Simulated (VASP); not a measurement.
# PbS (Galena) (Fm-3m) in VASP: notebook, part 2 of 2

VASP 6.6.1. The steps go on from the part before.

## (3) Elastic constants, LDA

File POSCAR:

```
PbS
1.0
    0.0000000000      2.9657500000      2.9657500000
    2.9657500000      0.0000000000      2.9657500000
    2.9657500000      2.9657500000      0.0000000000
Pb S
1 1
Direct
    0.0000000000      0.0000000000      0.0000000000
    0.5000000000      0.5000000000      0.5000000000
```

File INCAR.step1:

```
PREC     = Accurate       # precision mode
ENCUT    = 600            # plane-wave cutoff, eV
EDIFF    = 1E-8           # SCF threshold, eV
ISMEAR   = -1             # smearing method
SIGMA    = 0.05           # smearing width, eV
LREAL    = False          # projectors in reciprocal space
LASPH    = True           # aspherical terms in the spheres
NELM     = 100            # most SCF steps
ALGO     = Normal         # electronic algorithm
ISIF     = 3              # what is computed and relaxed
LWAVE    = False          # write WAVECAR
LCHARG   = False          # write CHGCAR
GGA      = CA             # functional
IBRION   = 2              # ionic algorithm
NSW      = 40             # ionic steps
EDIFFG   = -0.002         # ionic threshold
```

File INCAR.step2:

```
PREC     = Accurate       # precision mode
ENCUT    = 600            # plane-wave cutoff, eV
EDIFF    = 1E-8           # SCF threshold, eV
ISMEAR   = -1             # smearing method
SIGMA    = 0.05           # smearing width, eV
LREAL    = False          # projectors in reciprocal space
LASPH    = True           # aspherical terms in the spheres
NELM     = 100            # most SCF steps
ALGO     = Normal         # electronic algorithm
ISIF     = 3              # what is computed and relaxed
LWAVE    = False          # write WAVECAR
LCHARG   = False          # write CHGCAR
GGA      = CA             # functional
IBRION   = 6              # ionic algorithm
NFREE    = 2            
POTIM    = 0.015          # step
NSW      = 1              # ionic steps
```

File KPOINTS:

```
Automatic mesh
0
Gamma
  6 6 6
```

Potentials or basis: VASP PAW LDA potentials, release 64 (Pb_d, S).

Launch:

```console
$ cat potpaw_LDA.64/Pb_d/POTCAR potpaw_LDA.64/S/POTCAR > POTCAR
$ cp INCAR.step1 INCAR
$ mpirun -np 1 vasp_std > vasp.out
$ cp CONTCAR POSCAR
$ cp INCAR.step2 INCAR
$ mpirun -np 1 vasp_std > vasp.out
```

OUTCAR:

```text
PREC = Accurate
   ENCUT = 600
   EDIFF = 1E-8
   ISMEAR = -1
   LREAL = False
   LASPH = True
   NELM = 100
   ISIF = 3
   GGA = CA
   IBRION = 6
   NFREE = 2
   POTIM = 0.015
   NSW = 1

 ion  position               nearest neighbor table
   1  0.000  0.000  0.000-   2 2.92   2 2.92   2 2.92   2 2.92   2 2.92   2 2.92
   2  0.500  0.500  0.500-   1 2.92   1 2.92   1 2.92   1 2.92   1 2.92   1 2.92

  LATTYP: Found a face centered cubic cell.
 ALAT       =     5.8427199004

  Lattice vectors:

 A1 = (   0.0000000000,   2.9213599502,   2.9213599502)
 A2 = (   2.9213599502,   0.0000000000,   2.9213599502)
 A3 = (   2.9213599502,   2.9213599502,   0.0000000000)

Analysis of symmetry for initial positions (statically):
=====================================================================
 Subroutine PRICEL returns:
 Original cell was already a primitive cell.

 Routine SETGRP: Setting up the symmetry group for a
 face centered cubic supercell.

 Subroutine GETGRP returns: Found 48 space group operations
 (whereof 48 operations were pure point group operations)
 out of a pool of 48 trial point group operations.

The static configuration has the point symmetry O_h .

Analysis of symmetry for dynamics (positions and initial velocities):
=====================================================================
 Subroutine PRICEL returns:
 Original cell was already a primitive cell.

 Routine SETGRP: Setting up the symmetry group for a
 face centered cubic supercell.

 Subroutine GETGRP returns: Found 48 space group operations
 (whereof 48 operations were pure point group operations)
 out of a pool of 48 trial point group operations.

The dynamic configuration has the point symmetry O_h .

 Subroutine INISYM returns: Found 48 space group operations
 (whereof 48 operations are pure point group operations),
 and found     1 'primitive' translations

----------------------------------------------------------------------------------------

                                     Primitive cell

  volume of cell :      49.8638

  direct lattice vectors                    reciprocal lattice vectors
     0.000000000  2.921359950  2.921359950    -0.171153164  0.171153164  0.171153164
     2.921359950  0.000000000  2.921359950     0.171153164 -0.171153164  0.171153164
     2.921359950  2.921359950  0.000000000     0.171153164  0.171153164 -0.171153164

  length of vectors
     4.131426862  4.131426862  4.131426862     0.296445977  0.296445977  0.296445977

  position of ions in fractional coordinates (direct lattice)
     0.000000000  0.000000000  0.000000000
     0.500000000  0.500000000  0.500000000

  ion indices of the primitive-cell ions
   primitive index   ion index
                 1           1
                 2           2
[... 294 lines left out ...]

 number of electron      20.0000000 magnetization

 Free energy of the ion-electron system (eV)
  ---------------------------------------------------
  ext. energy  EPLUGINS =         0.00000000
  ---------------------------------------------------
  free energy    TOTEN  =       -10.00361307 eV

  energy without entropy =      -10.00120029  energy(sigma->0) =      -10.00240668

 E-fermi :   6.2788     XC(G=0): -10.2397

 val. band max:        6.2492692673   @ k =   0.5000   0.0000   0.0000
 cond. band min:       6.3082767119   @ k =   0.5000   0.0000   0.0000
 fundamental gap:      0.0590074446
 Fermi energy:         6.2787730351

 k-point     1 :       0.0000    0.0000    0.0000
  band No.  band energies     occupation
      1     -10.6539      2.00000
      2     -10.6539      2.00000
      3     -10.6539      2.00000
      4     -10.6470      2.00000
      5     -10.6470      2.00000
      6      -7.7927      2.00000
      7       0.2080      2.00000
      8       3.8078      2.00000
      9       3.8083      2.00000
     10       3.8083      2.00000
     11      11.4100      0.00000
     12      11.4100      0.00000
     13      11.4128      0.00000
     14      12.7401      0.00000
[... 377 lines left out ...]
      1     -10.7637      2.00000
      2     -10.6512      2.00000
      3     -10.6429      2.00000
      4     -10.6137      2.00000
      5     -10.5963      2.00000
      6      -5.9741      2.00000
      7      -2.3292      2.00000
      8       1.3224      2.00000
      9       3.3489      2.00000
     10       4.0858      2.00000
     11       8.7681      0.00000
     12       9.5277      0.00000
     13      10.8900      0.00000
     14      13.2892      0.00000

 [... further k-points ...]
[... 5 lines left out ...]
  --------------------------------------------------------------------------------------
  -------------------------------------------------------------------------------------
  Total        0.0010655     -0.0028671     -0.0028671      0.0000000     -0.0000000      0.0000000
  in kB        0.0342359     -0.0921221     -0.0921221      0.0000000     -0.0000000      0.0000000
  external PRESSURE =      -0.0500027 kB  Pullay stress =       0.0000000 kB
[... 17 lines left out ...]
  FREE ENERGIE OF THE ION-ELECTRON SYSTEM (eV)
  ---------------------------------------------------
  free  energy   TOTEN  =       -10.0036130694 eV

  energy  without entropy=      -10.0012002853  energy(sigma->0) =      -10.00240668

 INTERNAL STRAIN TENSORS FROM STRAINED CELLS
 ============================================

 INTERNAL STRAIN TENSOR FOR ION    1 for displacements in x,y,z  (eV/Angst):
          X           Y           Z          XY          YZ          ZX
  --------------------------------------------------------------------------------
  x     0.00000     0.00000    -0.00000    -0.00000    -0.00000    -0.00000
  y     0.00000     0.00000     0.00000    -0.00000     0.00000     0.00000
  z     0.00000    -0.00000     0.00000    -0.00000    -0.00000    -0.00000

 INTERNAL STRAIN TENSORS FROM DISPLACED ATOMS
 ============================================

 INTERNAL STRAIN TENSOR FOR ION    1 for displacements in x,y,z  (eV/Angst):
          X           Y           Z          XY          YZ          ZX
  --------------------------------------------------------------------------------
  x     0.00000     0.00000     0.00000     0.00000     0.00000     0.00000
  y     0.00000     0.00000     0.00000     0.00000     0.00000     0.00000
  z     0.00000     0.00000     0.00000     0.00000     0.00000     0.00000

 INTERNAL STRAIN TENSOR FOR ION    2 for displacements in x,y,z  (eV/Angst):
          X           Y           Z          XY          YZ          ZX
  --------------------------------------------------------------------------------
  x     0.00000     0.00000     0.00000     0.00000     0.00000     0.00000
  y     0.00000     0.00000     0.00000     0.00000     0.00000     0.00000
  z     0.00000     0.00000     0.00000     0.00000     0.00000     0.00000

 Eigenvectors and eigenvalues of the dynamical matrix
 ----------------------------------------------------

   1 f  =    0.974886 THz     6.125389 2PiTHz   32.518696 cm-1     4.031803 meV
             X         Y         Z           dx          dy          dz
      0.000000  0.000000  0.000000    -0.368560    0.000000    0.000000
      2.921360  2.921360  2.921360     0.929604    0.000000    0.000000
[... 21 lines left out ...]
   6 f/i=    0.002594 THz     0.016300 2PiTHz    0.086534 cm-1     0.010729 meV
             X         Y         Z           dx          dy          dz
      0.000000  0.000000  0.000000     0.000000    0.000000    0.929604
      2.921360  2.921360  2.921360     0.000000    0.000000    0.368560

--------------------------------------------------------------------------------------------------------

 ELASTIC MODULI CONTR FROM IONIC RELAXATION (kBar)
 Direction    XX          YY          ZZ          XY          YZ          ZX
 --------------------------------------------------------------------------------
 XX           0.0000      0.0000      0.0000      0.0000      0.0000      0.0000
 YY           0.0000      0.0000      0.0000      0.0000      0.0000      0.0000
 ZZ           0.0000      0.0000      0.0000      0.0000      0.0000      0.0000
 XY           0.0000      0.0000      0.0000      0.0000      0.0000      0.0000
 YZ           0.0000      0.0000      0.0000      0.0000      0.0000      0.0000
 ZX           0.0000      0.0000      0.0000      0.0000      0.0000      0.0000
 --------------------------------------------------------------------------------

 TOTAL ELASTIC MODULI (kBar)
 Direction    XX          YY          ZZ          XY          YZ          ZX
 --------------------------------------------------------------------------------
 XX        1589.6730    116.6473    116.6473     -0.0000      0.0000      0.0000
 YY         116.6473   1589.6730    116.6473      0.0000      0.0000     -0.0000
 ZZ         116.6473    116.6473   1589.6730     -0.0000     -0.0000     -0.0000
 XY          -0.0000      0.0000     -0.0000    138.2877      0.0000      0.0000
 YZ           0.0000      0.0000     -0.0000      0.0000    138.2877      0.0000
 ZX           0.0000     -0.0000     -0.0000      0.0000      0.0000    138.2877
 --------------------------------------------------------------------------------
```

Wall time 4.6 min (1 thread of Intel Xeon Platinum 8488C (Sapphire Rapids), shared host); peak memory 0.23 GiB.

What came out:

* Relaxed volume: 24.93 Å³/atom
* Relaxed cell: a = 4.131 Å, b = 4.131 Å, c = 4.131 Å, α = 60.00°, β = 60.00°, γ = 60.00°
* Space group after relaxing (to 0.05 Å): Fm-3m (No. 225)
* Elastic constants C11, C12, C44: 159, 12, 14 GPa
* Voigt bulk modulus: 61 GPa
* Highest phonon frequency at Γ, LO-TO splitting left out: 33 cm⁻¹

The path:
| step | energy change (eV) | largest force (eV/Å) | pressure (GPa) | volume (Å³) |
| --- | --- | --- | --- | --- |
| 1 | 0.0000 | 0.0000 | -2.56 | 52.17 |
| 2 | -0.0166 | 0.0000 | 0.98 | 49.09 |
| 3 | -0.0190 | 0.0000 | 0.00 | 49.86 |

Final structure:
```cif
data_structure
_symmetry_space_group_name_H-M 'P 1'
_symmetry_Int_Tables_number 1
_cell_length_a 4.1314
_cell_length_b 4.1314
_cell_length_c 4.1314
_cell_angle_alpha 60.000
_cell_angle_beta 60.000
_cell_angle_gamma 60.000
_cell_volume 49.86
loop_
_atom_site_label
_atom_site_type_symbol
_atom_site_fract_x
_atom_site_fract_y
_atom_site_fract_z
_atom_site_occupancy
Pb1 Pb 0.00000 0.00000 0.00000 1
S1 S 0.50000 0.50000 0.50000 1
```

Phonon frequencies in cm⁻¹ (negative: imaginary):
| q point | frequencies |
| --- | --- |
| (0.000, 0.000, 0.000) | 0 0 0 33 33 33 |

Elastic tensor in Voigt notation (GPa, in the Cartesian axes of the cell as first typed):
```
159  12  12   0   0   0
 12 159  12   0   0   0
 12  12 159   0   0   0
  0   0   0  14   0   0
  0   0   0   0  14   0
  0   0   0   0   0  14
```

Clamped-ion elastic tensor (GPa):
```
159  12  12   0   0   0
 12 159  12   0   0   0
 12  12 159   0   0   0
  0   0   0  14   0   0
  0   0   0   0  14   0
  0   0   0   0   0  14
```

Spin-orbit coupling is left out, which matters for the levels of Pb.

## (4) Born charges and dielectric tensor, LDA

File INCAR:

```
PREC     = Accurate       # precision mode
ENCUT    = 520            # plane-wave cutoff, eV
EDIFF    = 1E-8           # SCF threshold, eV
ISMEAR   = -1             # smearing method
SIGMA    = 0.05           # smearing width, eV
LREAL    = False          # projectors in reciprocal space
LASPH    = True           # aspherical terms in the spheres
NELM     = 60             # most SCF steps
ALGO     = Normal         # electronic algorithm
ISIF     = 2              # what is computed and relaxed
LWAVE    = False          # write WAVECAR
LCHARG   = False          # write CHGCAR
GGA      = CA             # functional
LEPSILON = True           # dielectric tensor by DFPT
IBRION   = 8              # ionic algorithm
```

File KPOINTS:

```
Automatic mesh
0
Gamma
  8 8 8
```

POSCAR is that of step 3.

Potentials or basis: VASP PAW LDA potentials, release 64 (Pb_d, S).

Launch:

```console
$ cat potpaw_LDA.64/Pb_d/POTCAR potpaw_LDA.64/S/POTCAR > POTCAR
$ mpirun -np 1 vasp_std > vasp.out
```

OUTCAR:

```text
PREC = Accurate
   ENCUT = 520
   EDIFF = 1E-8
   ISMEAR = -1
   LREAL = False
   LASPH = True
   NELM = 60
   ISIF = 2
   GGA = CA
   LEPSILON = True
   IBRION = 8

 ion  position               nearest neighbor table
   1  0.000  0.000  0.000-   2 2.97   2 2.97   2 2.97   2 2.97   2 2.97   2 2.97
   2  0.500  0.500  0.500-   1 2.97   1 2.97   1 2.97   1 2.97   1 2.97   1 2.97

  LATTYP: Found a face centered cubic cell.
 ALAT       =     5.9315000000

  Lattice vectors:
[... 735 lines left out ...]
      2.965750  2.965750  2.965750    -0.000000   -0.933043   -0.000000
[... 21 lines left out ...]
   6 f/i=    0.005255 THz     0.033017 2PiTHz    0.175279 cm-1     0.021732 meV
             X         Y         Z           dx          dy          dz
      0.000000  0.000000  0.000000     0.931862   -0.036487   -0.029513
      2.965750  2.965750  2.965750     0.359310   -0.014069   -0.011380

--------------------------------------------------------------------------------------------------------

 MACROSCOPIC STATIC DIELECTRIC TENSOR IONIC CONTRIBUTION
 ------------------------------------------------------
         524.323051     0.000000     0.000000
           0.000000   524.323051     0.000000
           0.000000     0.000000   524.323051
 ------------------------------------------------------

 ELASTIC MODULI CONTR FROM IONIC RELAXATION (kBar)
 Direction    XX          YY          ZZ          XY          YZ          ZX
 --------------------------------------------------------------------------------
 XX           0.0000      0.0000      0.0000      0.0000      0.0000      0.0000
 YY           0.0000      0.0000      0.0000      0.0000      0.0000      0.0000
 ZZ           0.0000      0.0000      0.0000      0.0000      0.0000      0.0000
 XY           0.0000      0.0000      0.0000      0.0000      0.0000      0.0000
 YZ           0.0000      0.0000      0.0000      0.0000      0.0000      0.0000
 ZX           0.0000      0.0000      0.0000      0.0000      0.0000      0.0000
 --------------------------------------------------------------------------------

 PIEZOELECTRIC TENSOR IONIC CONTR  for field in x, y, z        (C/m^2)
          XX          YY          ZZ          XY          YZ          ZX
  --------------------------------------------------------------------------------
  x     0.00000     0.00000     0.00000     0.00000     0.00000     0.00000
  y     0.00000     0.00000     0.00000     0.00000     0.00000     0.00000
  z     0.00000     0.00000     0.00000     0.00000     0.00000     0.00000
```

stdout:

```text
POSCAR found type information on POSCAR PbS
 POSCAR found :  2 types and       2 ions
 scaLAPACK will be used
 LDA part: xc-table for (Slater(with rela. corr.)+CA(PZ))
 , standard interpolation
 POSCAR, INCAR and KPOINTS ok, starting setup
 FFT: planning ... GRIDC
 FFT: planning ... GRID_SOFT
 FFT: planning ... GRID
[... 24 lines left out ...]
 Linear response to external field, progress :
  Direction:   3
 dielectric tensor                  component  3 :   -29.368    28.648    45.882
 Linear response DOF=           2
 Linear response progress:
 first order change of Fermi-energy   0.29592E-04
 force on displaced ion       1 direction 1 :  -0.066   0.000   0.000
 Born effective charge ion    1 direction 1 :   3.199   0.000   0.000
 Linear response progress:
 first order change of Fermi-energy   0.59328E-03
 force on displaced ion       2 direction 1 :  -0.069   0.000   0.000
 Born effective charge ion    2 direction 1 :  -3.165   0.000   0.000
 Born effective charges drift removed
 Linear response finished
```

Wall time 3.1 min (1 thread of Intel Xeon Platinum 8488C (Sapphire Rapids), shared host); peak memory 0.26 GiB.

What came out:

```yaml
Band_gap_on_the_k_mesh: 0.21 eV, direct
Electronic_dielectric_tensor_diagonal: 45.88
Born_charges_mean_of_the_diagonal: Pb +3.19; S -3.19 e
Highest_phonon_frequency_at_Γ_LO-TO_splitting_left_out: 26 cm⁻¹
```

Phonon frequencies in cm⁻¹ (negative: imaginary):
```csv
q point,frequencies
"(0.000, 0.000, 0.000)",0 0 0 26 26 26
```

Electronic dielectric tensor:
```
45.88  0.00  0.00
 0.00 45.88  0.00
 0.00  0.00 45.88
```

Born effective charge tensors (e):
atom 1, Pb
```
3.19 0.00 0.00
0.00 3.19 0.00
0.00 0.00 3.19
```
atom 2, S
```
-3.19  0.00  0.00
 0.00 -3.19  0.00
 0.00  0.00 -3.19
```

Caveat: the gap is small at this level, which inflates the dielectric constant; spin-orbit coupling is left out, which as a rule narrows the gap of such compounds by several tenths of an eV.

## (5) Comparison with measurements

Step 4. Against the measured high-frequency dielectric constant of PbS, 17.2 (300 K; a printed reference work, monograph), the calculated 45.88 is off by +166.8 %. So large a miss can be the level of theory's own, or it may mean another phase, state or a wrong row.
